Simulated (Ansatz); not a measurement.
# Sb (R-3m) in Ansatz: a series of runs

The runs below take Sb through relaxation of cell and atoms, single point, with PBEsol+D4, RPBE+D3(BJ), PBE, HSE06.

Everything below comes from runs of Ansatz 0.2.0. Logs are shortened: lines on timing, memory, paths and dates and some standing lists are left out, and cuts for length are marked.

## 1. The structure

Symmetry: R-3m, No. 166, trigonal system. Conventional cell: a = 4.308 Å, b = 4.308 Å, c = 11.274 Å, α = 90.00°, β = 90.00°, γ = 120.00°. Sb (site symmetry 3m) has 3 Sb at 2.91 Å as nearest neighbours.

## 2. Relaxation of cell and atoms, PBEsol+D4

File input.yaml:

```yaml
crystal:
  lattice:
    - [2.1542, 1.2437279499, 3.758]
    - [-2.1542, 1.2437279499, 3.758]
    - [0.0, -2.4874558998, 3.758]
  atoms:
    - { symbol: Sb, position: [0.76651, 0.76651, 0.76651] }
    - { symbol: Sb, position: [0.23349, 0.23349, 0.23349] }
hamiltonian:
  xc: pbesol
  pseudopotentials: { kind: paw }
  dispersion: d4
kpoints:
  mp_grid: { grid: [8, 8, 8] }
scf:
  occupations: { method: fermi_dirac, width: 0.05 }
output:
  forces: true
  stress: true
  write_density: true
  write_potential: true
  elf: true
  volumetric_format: npy
relax:
  f_tol: 0.01
  max_steps: 40
  cell: { stress_tol: 0.05 }
```

Potentials or basis: Ansatz PAW.

The run is started by

```
$ ansatz run input.yaml --threads 2 --pin off --max-ram 5632MiB --backend cpu --events-out ev --progress --plain --runs-dir out
```

The log of the run:

```text
Warning: RAYON_NUM_THREADS=2 ignored (pool sized by the plan → 2); use --threads N
Engine: ansatz 0.2.0, x86_64-unknown-linux-gnu
Pseudopotentials: kind: paw
Pseudopotential: Sb, paw, valence charge 15, recommended cutoff 420 eV (normal), Sb.paw.azcp
Functional definition: PBEsol
  exchange = pbesol_x
  correlation = pbesol_c
Crystal: 2 atoms, lattice volume = 60.411 Å³
Basis set: ecut = 420 eV, 1195 PW (Γ), exchange–correlation on 64×64×64 points (8 copies of the dense FFT grid, shifted against one another)
Bands: 19, of which v1, the nominal top of the filled ones, is band 15 counted from 1 (14 counted from 0)
Symmetry: 12 space group operations
Space group: R-3m (ITA 166), of the structure as read, at distance tolerance 3.9e-5 Å
k-points: 65 of 512
Non-local potential: Sb, projectors of the file, l = 0: 2, l = 1: 2, l = 2: 2, l = 3: 2
PAW form: soft (Blöchl's): semilocal exchange-correlation on the pseudo side does not see the compensation charge
PAW frozen core: Sb, regenerated for the run's functional, and the local potential with it (the file was generated under x = pbe(κ = 0.804, μ = 0.2195149727645171), c = pbe(β = 0.06672455060314922))
PAW one-centre angular grid: Sb, 590 points (default); XC on 64 Gauss nodes
Initial density: superposition of atomic densities (neutral atoms: chi_scale 0, normalization atom), corrected by the library's trained network
Initial wavefunctions: pseudopotential atomic-orbital guess
Functional: x = pbesol(κ = 0.804, μ = 0.12345679012345678), c = pbesol(β = 0.046)
SCF iter   1: F=—  HF=-12816.762337 eV  |F-HF|=—  |Δ(HF+E_count)|=         —  Δρ=2.50e-3  dr2=2.48e-3  ethr=1.77e-3  ⟨swp⟩=6.2  Hψ=6491  notcnv=0
preconditioner: auto → Kerker (q_TF=auto, 2.428 Å⁻¹)  [metal: Δε(μ)=0.028 eV  Ē_g=8.660 eV  σ=0.050 eV  W_gap=0.14  n_scr=14 (ndim 8)  ℏωp=15.1 eV  f_vac=0.002  D(μ)=0.38/eV (n_scr^D=0)]
SCF iter   2: F=—  HF=-12816.760044 eV  |F-HF|=—  |Δ(HF+E_count)|=   2.29e-3  Δρ=1.66e-3  dr2=1.06e-3  ethr=8.26e-6  ⟨swp⟩=2.8  Hψ=2708  notcnv=0
SCF iter   3: F=—  HF=-12816.759856 eV  |F-HF|=—  |Δ(HF+E_count)|=   1.88e-4  Δρ=7.41e-4  dr2=1.70e-4  ethr=3.52e-6  ⟨swp⟩=2.0  Hψ=2214  notcnv=0
SCF iter   4: F=—  HF=-12816.759731 eV  |F-HF|=—  |Δ(HF+E_count)|=   1.25e-4  Δρ=2.35e-4  dr2=2.91e-5  ethr=5.65e-7  ⟨swp⟩=2.0  Hψ=2211  notcnv=0
SCF iter   5: F=—  HF=-12816.759722 eV  |F-HF|=—  |Δ(HF+E_count)|=   8.42e-6  Δρ=4.61e-5  dr2=2.77e-6  ethr=9.69e-8  ⟨swp⟩=2.0  Hψ=2205  notcnv=0
SCF iter   6: F=—  HF=-12816.759722 eV  |F-HF|=—  |Δ(HF+E_count)|=   1.05e-7  Δρ=1.64e-5  dr2=2.65e-7  ethr=9.24e-9  ⟨swp⟩=2.0  Hψ=1540  notcnv=0
SCF iter   7: F=-12816.759722 eV  HF=-12816.759722 eV  |F-HF|=6.46e-8  |Δ(HF+E_count)|=   5.03e-8  Δρ=1.35e-5  dr2=6.75e-8  ethr=3.33e-10  ⟨swp⟩=8.8  Hψ=7160  notcnv=0
[... 57 lines left out ...]
SCF iter   4: F=—  HF=-12816.779071 eV  |F-HF|=—  |Δ(HF+E_count)|=  1.98e-10  Δρ=8.84e-7  dr2=6.49e-10  ethr=6.23e-12  ⟨swp⟩=2.1  Hψ=2220  notcnv=0
SCF iter   5: F=—  HF=-12816.779071 eV  |F-HF|=—  |Δ(HF+E_count)|=  1.82e-12  Δρ=3.20e-7  dr2=9.52e-11  ethr=2.16e-12  ⟨swp⟩=1.0  Hψ=1253  notcnv=0
SCF iter   6: F=-12816.779071 eV  HF=-12816.779071 eV  |F-HF|=9.09e-12  |Δ(HF+E_count)|=  3.64e-12  Δρ=1.61e-7  dr2=1.07e-11  ethr=1.00e-12  ⟨swp⟩=6.0  Hψ=5060  notcnv=0
SCF 6 converged in 6 iterations: F = -12816.779071 eV  dr2 = 1.07e-11
relax step   6: F+E_penalty+E_count = -12816.77907114 eV  Δ(F+E_penalty+E_count) = +6.176e-4 eV  max|allowed force component| = 4.074e-4 eV/Å  Δτ_max = 0.0000 Å  P = +0.005 GPa  Ω = 57.771 Å³  stress off target by 1.02e-2 GPa  SCF on the basis re-selected at this cell (its energy is not comparable with the rows above)  (6 SCF iters)
basis re-selected at this cell: Δ(F+E_penalty+E_count) = +6.176e-4 eV, ΔP = +0.002 GPa vs the last step (what re-selecting the basis moved, of the pressure what is left beyond the Pulay correction that the steps carried, after the strain that the cell walked since its last selection, with what the two solves' SCF thresholds leave and, on support functions, any second-order correction that the steps lacked; it is no measure of the basis error at this ecutwfc). The dense FFT grid was sized anew with the basis: this SCF ran on 30×30×30 points, the steps before it on 32×32×32, so part of this shift can come from that change (see relax.cell in the input reference). This SCF's stress stands 1.02e-2 GPa from its target on what of the cell is left free (relax.cell.stress_tol is 5.00e-2 GPa) and its largest allowed force component is 4.07e-4 eV/Å (relax.f_tol is 1.00e-2 eV/Å): within both
SCF converged after 6 iterations
Free energy (F): -12816.779071 eV
Harris-Foulkes:  -12816.779071 eV  (|F-HF|=9.09e-12)
Internal energy: -12816.775998 eV  (E = F + TS)
E sigma→0 (E₀):  -12816.777535 eV
Entropy (-TS):   -0.003073 eV (-1.536 meV/atom)
Fermi energy:    10.588240 eV
--- Per-component energies (eV) ---
  E_band       = -323.318771
  E_kinetic    = 415.815664
  E_local      = -3114.538259  (includes V_loc(G=0)·N_el)
  E_nonlocal   = 728.326477
  E_hartree    = 1414.569336
  E_xc         = -275.588203
  E_vxc        = -194.047864  (∫ρ·V_xc dr)
  E_paw        = -8999.261497  (= ΣΔE_a)
  E_vpaw       = -988.013388  (= ΣTr[D̂ρ^β])
  E_aug_tail   = -0.000004  (compensation charges beyond the density's cutoff)
  E_ewald      = -2986.152999
  E_disp       = -0.610227  (pairwise vdW)
  E_core_change = 0.663714  (= ΣΔE_core)
  E_smearing   = -0.003073  (= −TS)
  E_closure    = 0.000000  (closes the sum)
  Σ components = -12816.779071   (vs F -12816.779071, Δ=0.00e0)
--- Forces (eV/Å), atoms counted from 1 ---
  atom   1  Sb    -0.00000000     0.00000000     0.00040740
  atom   2  Sb     0.00000000     0.00000000    -0.00040740
  max |Σ_I F_I| component: 3.47e-17 eV/Å
--- Stress (GPa, compression-positive) ---
        0.010152       0.000000      -0.000000
        0.000000       0.010152      -0.000000
       -0.000000      -0.000000      -0.004980
  P = ⅓ Tr σ = 0.0051 GPa (0.051 kbar)
--- Band table (eV; the first three rows and the last of 65) ---
  k-point 0: bands = ["-18.8233", "-18.8233", "-18.7250", "-18.7250", "-18.7058", "-18.6028", "-18.6028", "-18.5979", "-18.5157", "-18.5157", "-2.4073", "6.0103", "8.5847", "8.6931", "8.6931", "13.0393", "13.4893", "13.4893", "15.4770"]
  k-point 1: bands = ["-18.8148", "-18.8131", "-18.7213", "-18.7196", "-18.7012", "-18.6073", "-18.6064", "-18.6022", "-18.5261", "-18.5246", "-2.2288", "5.1489", "8.6137", "8.6829", "9.1338", "12.7473", "12.9599", "13.0026", "15.0532"]
  k-point 2: bands = ["-18.7920", "-18.7843", "-18.7114", "-18.7045", "-18.6880", "-18.6200", "-18.6199", "-18.6116", "-18.5544", "-18.5487", "-1.6971", "3.5453", "8.6900", "8.6934", "9.6498", "11.8475", "11.9346", "12.0450", "15.5094"]
  k-point 64: bands = ["-18.7502", "-18.7502", "-18.6967", "-18.6967", "-18.6749", "-18.6267", "-18.6246", "-18.6246", "-18.5944", "-18.5944", "-0.4977", "1.2141", "9.2970", "9.2970", "10.1484", "10.4153", "10.4153", "11.4403", "18.0587"]
--- Relaxed structure (5 steps of the walk, 5 accepted, 1 SCFs on fresh bases) ---
  F+E_penalty+E_count = -12816.77907114 eV   max|allowed force component| = 4.074e-4 eV/Å   (the final SCF, on the basis selected at the relaxed cell)
  cell:  # Å, volume = 57.7711 Å³
    - [2.1454786560850247, 1.2386926796312854, 3.623028056583247]
    - [-2.1454786560850247, 1.2386926796312854, 3.623028056583247]
    - [4.681578410395133e-34, -2.4773853592625708, 3.623028056583247]
  atoms:
    - { symbol: Sb, position: [0.7630627440197402, 0.7630627440197402, 0.7630627440197402] }
    - { symbol: Sb, position: [0.2369372559802599, 0.2369372559802599, 0.2369372559802599] }
```

rho_z.tsv:

```text
# z_ang	rho[e/angstrom^3]
# format = ansatz-planar-average/11
# lattice	2.145478656	1.238692680	3.623028057
# lattice	-2.145478656	1.238692680	3.623028057
# lattice	0.000000000	-2.477385359	3.623028057
# sites	2
# site	51	0.000000000	-0.000000000	8.293793192
# site	51	0.000000000	-0.000000000	2.575290978
0.000000	2.682355e-1
0.146302	2.813385e-1
0.292603	3.263169e-1
0.438905	4.156225e-1
0.585207	5.545263e-1
0.731509	7.230401e-1
[... 22 lines left out ...]
4.096448	3.263169e-1
4.242750	2.813385e-1
```

Wall time 17 s (2 threads of Intel Xeon at 2.70GHz, shared host); peak memory 0.42 GiB.

Results:

```yaml
Free_energy: -12816.7791 eV
Relaxed_volume: 28.89 Å³/atom
Relaxed_cell: a = 4.389 Å, b = 4.389 Å, c = 4.389 Å, α = 58.53°, β = 58.53°, γ = 58.53°
Space_group_after_relaxing_to_0.05_Å: R-3m (No. 166)
Energy_gained_by_relaxing: 9.7 meV/atom
Ionic_steps: 6
Pressure_after_relaxing: 0.0 GPa
Band_gap_on_the_k_mesh: none (metal or under the smearing width)
```

The path:
| step | energy change (eV) | largest force (eV/Å) | volume (Å³) |
| --- | --- | --- | --- |
| 1 | 0.0000 | 0.1017 | 60.41 |
| 2 | -0.0158 | 0.0946 | 57.43 |
| 3 | -0.0194 | 0.0053 | 57.82 |
| 4 | -0.0199 | 0.0083 | 57.77 |
| 5 | -0.0200 | 0.0005 | 57.77 |
| 6 | -0.0193 | 0.0004 | 57.77 |

Final structure:
```
Sb
1.0
     2.14548    1.23869    3.62303
    -2.14548    1.23869    3.62303
     0.00000   -2.47739    3.62303
Sb
2
Direct
  0.76306 0.76306 0.76306
  0.23694 0.23694 0.23694
```

Levels at points of the mesh, in eV from the Fermi level:
| k point | band 11 | band 12 | band 13 | band 14 | band 15 | band 16 | band 17 | band 18 | band 19 |
| --- | --- | --- | --- | --- | --- | --- | --- | --- | --- |
| (0.00, 0.00, 0.00) | -13.00 | -4.58 | -2.00 | -1.90 | -1.90 | 2.45 | 2.90 | 2.90 | 4.89 |
| (0.00, 0.00, -0.50) | -10.47 | -9.90 | -1.75 | -1.56 | -0.38 | -0.17 | 0.15 | 0.21 | 8.00 |
| (0.00, -0.50, -0.50) | -10.45 | -7.90 | -5.81 | -3.91 | -3.89 | 1.50 | 5.23 | 5.56 | 7.41 |
| (-0.50, -0.50, -0.50) | -11.09 | -9.37 | -1.29 | -1.29 | -0.44 | -0.17 | -0.17 | 0.85 | 7.47 |

Caveat: the plane-wave basis is chosen anew once the cell has moved, so the energies of steps on either side of that aren't comparable; pairwise dispersion overbinds metals, which lowers pressure and volume; the PAW data sets come from PBE, with cores solved anew for the run's functional, which leaves a small shift of forces and pressure.

## 3. Relaxation of cell and atoms, RPBE+D3(BJ)

Edit input.yaml of step 2 so:

```diff
@@ -9,5 +9,5 @@
 hamiltonian:
-  xc: pbesol
+  xc: rpbe
   pseudopotentials: { kind: paw }
-  dispersion: d4
+  dispersion: d3bj
 kpoints:
```

Potentials or basis: Ansatz PAW.

The run is started by

```
$ ansatz run input.yaml --threads 2 --pin off --max-ram 5632MiB --backend cpu --events-out ev --progress --plain --runs-dir out
```

Wall time 19 s (2 threads of Intel Xeon at 2.70GHz, shared host); peak memory 0.42 GiB.

Results (log left out):

- Free energy: -12991.2853 eV
- Relaxed volume: 23.12 Å³/atom
- Relaxed cell: a = 4.154 Å, b = 4.154 Å, c = 4.154 Å, α = 56.20°, β = 56.20°, γ = 56.20°
- Space group after relaxing (to 0.05 Å): R-3m (No. 166)
- Energy gained by relaxing: 412.9 meV/atom
- Ionic steps: 8
- Pressure after relaxing: 0.0 GPa
- Band gap on the k mesh: none (metal or under the smearing width)

The path:
| step | energy change (eV) | largest force (eV/Å) | volume (Å³) |
| --- | --- | --- | --- |
| 1 | 0.0000 | 0.2690 | 60.41 |
| 2 | -0.5576 | 0.7356 | 52.22 |
| 3 | -0.8230 | 0.0038 | 45.64 |
| 4 | -0.8269 | 0.0803 | 46.59 |
| 5 | -0.8287 | 0.0270 | 46.30 |
| 6 | -0.8289 | 0.0118 | 46.25 |
| 7 | -0.8290 | 0.0018 | 46.23 |
| 8 | -0.8258 | 0.0018 | 46.23 |

Final structure:
```
Sb
1.0
     1.95662    1.12965    3.48596
    -1.95662    1.12965    3.48596
     0.00000   -2.25931    3.48596
Sb
2
Direct
  0.75001 0.75001 0.75001
  0.24999 0.24999 0.24999
```

Levels at points of the mesh, in eV from the Fermi level:
| k point | band 11 | band 12 | band 13 | band 14 | band 15 | band 16 | band 17 | band 18 | band 19 |
| --- | --- | --- | --- | --- | --- | --- | --- | --- | --- |
| (0.00, 0.00, 0.00) | -14.69 | -3.11 | -2.92 | -1.72 | -1.72 | 3.81 | 3.81 | 3.82 | 4.17 |
| (0.00, 0.00, -0.50) | -11.11 | -11.11 | -1.50 | -1.50 | -0.90 | -0.90 | 0.45 | 0.45 | 8.33 |
| (0.00, -0.50, -0.50) | -11.14 | -7.58 | -7.33 | -5.25 | -4.39 | 1.16 | 6.61 | 6.80 | 9.58 |
| (-0.50, -0.50, -0.50) | -11.56 | -11.56 | -0.46 | -0.46 | -0.46 | -0.46 | 1.40 | 1.40 | 9.42 |

Caveat: the volume moved by over 15 % at a fixed basis, so the end points are rough; the plane-wave basis is chosen anew once the cell has moved, so the energies of steps on either side of that aren't comparable; the volume moved by -23 % from the deposited cell, more than functionals usually miss; pairwise dispersion overbinds metals, which lowers pressure and volume; the PAW data sets come from PBE, with cores solved anew for the run's functional, which leaves a small shift of forces and pressure. Spin-orbit coupling is left out, which matters for the levels of Sb.

## 4. Single point, PBE

File input.yaml:

```yaml
crystal:
  lattice:
    - [2.1542, 1.2437279499, 3.758]
    - [-2.1542, 1.2437279499, 3.758]
    - [0.0, -2.4874558998, 3.758]
  atoms:
    - { symbol: Sb, position: [0.76651, 0.76651, 0.76651] }
    - { symbol: Sb, position: [0.23349, 0.23349, 0.23349] }
hamiltonian:
  xc: pbe
  pseudopotentials: { kind: paw }
kpoints:
  mp_grid: { grid: [8, 8, 8] }
scf:
  occupations: { method: gaussian, width: 0.011 }
output:
  forces: true
  stress: true
  eigenvalues: true
```

Potentials or basis: Ansatz PAW.

The run is started by

```
$ ansatz run input.yaml --threads 2 --pin off --max-ram 5632MiB --backend cpu --events-out ev --progress --plain --runs-dir out
```

The log of the run:

```text
Warning: RAYON_NUM_THREADS=2 ignored (pool sized by the plan → 2); use --threads N
[... 3 set-up lines as earlier in the session ...]
Functional definition: PBE
  parameter kappa = 0.804
  parameter beta = 0.06672455060314922
  exchange = pbe_x(kappa = kappa, mu = beta*pi^2/3)
  correlation = pbe_c(beta = beta)
Crystal: 2 atoms, lattice volume = 60.411 Å³
Basis set: ecut = 420 eV, 1195 PW (Γ), exchange–correlation on 64×64×64 points (8 copies of the dense FFT grid, shifted against one another)
Bands: 19, of which v1, the nominal top of the filled ones, is band 15 counted from 1 (14 counted from 0)
[... 2 set-up lines as earlier in the session ...]
k-points: 65 of 512
[... 5 set-up lines as earlier in the session ...]
Functional: x = pbe(κ = 0.804, μ = 0.2195149727645171), c = pbe(β = 0.06672455060314922)
SCF iter   1: F=—  HF=-12968.960238 eV  |F-HF|=—  |Δ(HF+E_count)|=         —  Δρ=1.40e-3  dr2=1.05e-3  ethr=1.77e-3  ⟨swp⟩=6.7  Hψ=6679  notcnv=0
preconditioner: auto → Kerker (q_TF=auto, 2.428 Å⁻¹)  [metal: Δε(μ)=0.029 eV  Ē_g=8.675 eV  σ=0.011 eV  W_gap=0.50  n_scr=14 (ndim 8)  ℏωp=15.1 eV  f_vac=0.002  D(μ)=1.20/eV (n_scr^D=8)]
SCF iter   2: F=—  HF=-12968.958896 eV  |F-HF|=—  |Δ(HF+E_count)|=   1.34e-3  Δρ=8.26e-4  dr2=3.06e-4  ethr=3.48e-6  ⟨swp⟩=2.2  Hψ=3011  notcnv=0
SCF iter   3: F=—  HF=-12968.959012 eV  |F-HF|=—  |Δ(HF+E_count)|=   1.17e-4  Δρ=3.04e-4  dr2=4.86e-5  ethr=1.02e-6  ⟨swp⟩=3.0  Hψ=2463  notcnv=0
SCF iter   4: F=—  HF=-12968.959026 eV  |F-HF|=—  |Δ(HF+E_count)|=   1.35e-5  Δρ=1.15e-4  dr2=8.71e-6  ethr=1.62e-7  ⟨swp⟩=2.1  Hψ=1586  notcnv=0
SCF iter   5: F=—  HF=-12968.959027 eV  |F-HF|=—  |Δ(HF+E_count)|=   1.22e-6  Δρ=2.65e-5  dr2=9.79e-7  ethr=2.90e-8  ⟨swp⟩=2.0  Hψ=2211  notcnv=0
SCF iter   6: F=—  HF=-12968.959027 eV  |F-HF|=—  |Δ(HF+E_count)|=   4.05e-7  Δρ=1.50e-5  dr2=1.29e-7  ethr=3.26e-9  ⟨swp⟩=2.0  Hψ=1561  notcnv=0
SCF iter   7: F=-12968.959027 eV  HF=-12968.959027 eV  |F-HF|=1.74e-9  |Δ(HF+E_count)|=   7.10e-9  Δρ=3.11e-6  dr2=7.34e-9  ethr=3.33e-10  ⟨swp⟩=4.4  Hψ=3808  notcnv=0
SCF 1 converged in 7 iterations: F = -12968.959027 eV  dr2 = 7.34e-9
SCF converged after 7 iterations
Free energy (F): -12968.959027 eV
Harris-Foulkes:  -12968.959027 eV  (|F-HF|=1.74e-9)
Internal energy: -12968.958954 eV  (E = F + TS)
E sigma→0 (E₀):  -12968.958991 eV
Entropy (-TS):   -0.000073 eV (-0.036 meV/atom)
Fermi energy:    10.190519 eV
--- Per-component energies (eV) ---
  E_band       = -338.532310
  E_kinetic    = 414.164668
  E_local      = -3194.245559  (includes V_loc(G=0)·N_el)
  E_nonlocal   = 724.363181
  E_hartree    = 1449.227673
  E_xc         = -277.057491
  E_vxc        = -192.715804  (∫ρ·V_xc dr)
  E_paw        = -9150.541371  (= ΣΔE_a)
  E_vpaw       = -988.555734  (= ΣTr[D̂ρ^β])
  E_aug_tail   = -0.000003  (compensation charges beyond the density's cutoff)
  E_ewald      = -2934.870052
  E_smearing   = -0.000073  (= −TS)
  E_closure    = 0.000000  (closes the sum)
  Σ components = -12968.959027   (vs F -12968.959027, Δ=0.00e0)
--- Forces (eV/Å), atoms counted from 1 ---
  atom   1  Sb    -0.00000000     0.00000000    -0.14097901
  atom   2  Sb     0.00000000    -0.00000000     0.14097901
  max |Σ_I F_I| component: 9.25e-18 eV/Å
--- Stress (GPa, compression-positive) ---
        2.938892       0.000000      -0.000000
        0.000000       2.938892       0.000000
       -0.000000       0.000000       2.230375
  P = ⅓ Tr σ = 2.7027 GPa (27.027 kbar)
--- Band table (eV; the first three rows and the last of 65) ---
  k-point 0: bands = ["-19.3687", "-19.3687", "-19.2812", "-19.2812", "-19.2559", "-19.1679", "-19.1679", "-19.1612", "-19.0863", "-19.0863", "-2.6349", "5.2716", "8.0203", "8.2917", "8.2917", "12.1769", "12.7895", "12.7895", "15.2299"]
  k-point 1: bands = ["-19.3626", "-19.3598", "-19.2782", "-19.2761", "-19.2521", "-19.1719", "-19.1706", "-19.1651", "-19.0952", "-19.0929", "-2.4621", "4.5478", "8.0618", "8.2517", "8.5600", "12.0648", "12.3496", "12.3880", "14.6853"]
  k-point 2: bands = ["-19.3462", "-19.3346", "-19.2707", "-19.2618", "-19.2409", "-19.1835", "-19.1827", "-19.1726", "-19.1191", "-19.1104", "-1.9489", "3.0915", "8.0810", "8.1820", "9.0051", "11.3486", "11.4650", "11.5472", "15.0374"]
  k-point 64: bands = ["-19.3200", "-19.3200", "-19.2630", "-19.2630", "-19.2358", "-19.1810", "-19.1810", "-19.1793", "-19.1396", "-19.1396", "-1.0920", "1.0940", "8.7771", "8.7771", "9.6345", "10.2185", "10.2185", "11.1917", "17.1195"]
```

Wall time 2.8 s (2 threads of Intel Xeon at 2.70GHz, shared host); peak memory 0.39 GiB.

What came out:

| Quantity | Value |
| --- | --- |
| Free energy | -12968.9590 eV |
| Pressure | 2.7 GPa |
| Largest force | 0.141 eV/Å |
| Band gap on the k mesh | none (metal or under the smearing width) |

Forces on the atoms (eV/Å):
```
Sb   0.000  0.000 -0.141
Sb   0.000  0.000  0.141
```

Levels at points of the mesh, in eV from the Fermi level:
| k point | band 11 | band 12 | band 13 | band 14 | band 15 | band 16 | band 17 | band 18 | band 19 |
| --- | --- | --- | --- | --- | --- | --- | --- | --- | --- |
| (0.00, 0.00, 0.00) | -12.83 | -4.92 | -2.17 | -1.90 | -1.90 | 1.99 | 2.60 | 2.60 | 5.04 |
| (0.00, 0.00, -0.50) | -10.46 | -9.74 | -2.04 | -1.93 | -0.40 | -0.30 | 0.09 | 0.39 | 7.50 |
| (0.00, -0.50, -0.50) | -10.45 | -8.09 | -5.54 | -3.86 | -3.76 | 1.44 | 4.84 | 5.42 | 6.84 |
| (-0.50, -0.50, -0.50) | -11.28 | -9.10 | -1.41 | -1.41 | -0.56 | 0.03 | 0.03 | 1.00 | 6.93 |

The run has no spin-orbit coupling, so splittings on Sb are missing.

(Part 1 of 2 ends here.)
